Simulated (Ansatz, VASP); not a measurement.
## TaN in VASP and in Ansatz

```xyz
2
Lattice="0.0000 2.1717 2.1717 2.1717 0.0000 2.1717 2.1717 2.1717 0.0000" Properties=species:S:1:pos:R:3 pbc="T T T"
Ta    2.1717    2.1717    2.1717
N     0.0000    0.0000    0.0000
```

Change from the starting cell: volume scaled by 0.99.

Alike in both runs: task single point; functional PBEsol; k mesh 9 × 9 × 9; occupations fermi-dirac, width 0.02 eV; no spin polarisation.

|  | VASP | Ansatz |
| --- | --- | --- |
| version | VASP 6.6.1 | Ansatz 0.2.0 |
| potentials or method | VASP PAW PBE potentials, release 64 (Ta_pv, N), cutoff 520 eV | all-electron LAPW, scalar-relativistic |

VASP gave:

- pressure (GPa): 9.3

Question: Which values does Ansatz return?

Answer: Pressure (GPa): 8.1.

Ansatz ran all-electron here, so the differences hold the error of VASP's frozen core and of both bases.

Caveats: the PAW data sets were made with another functional, which shifts forces and pressure a little (VASP). Spin-orbit coupling is left out, which matters for the levels of Ta.
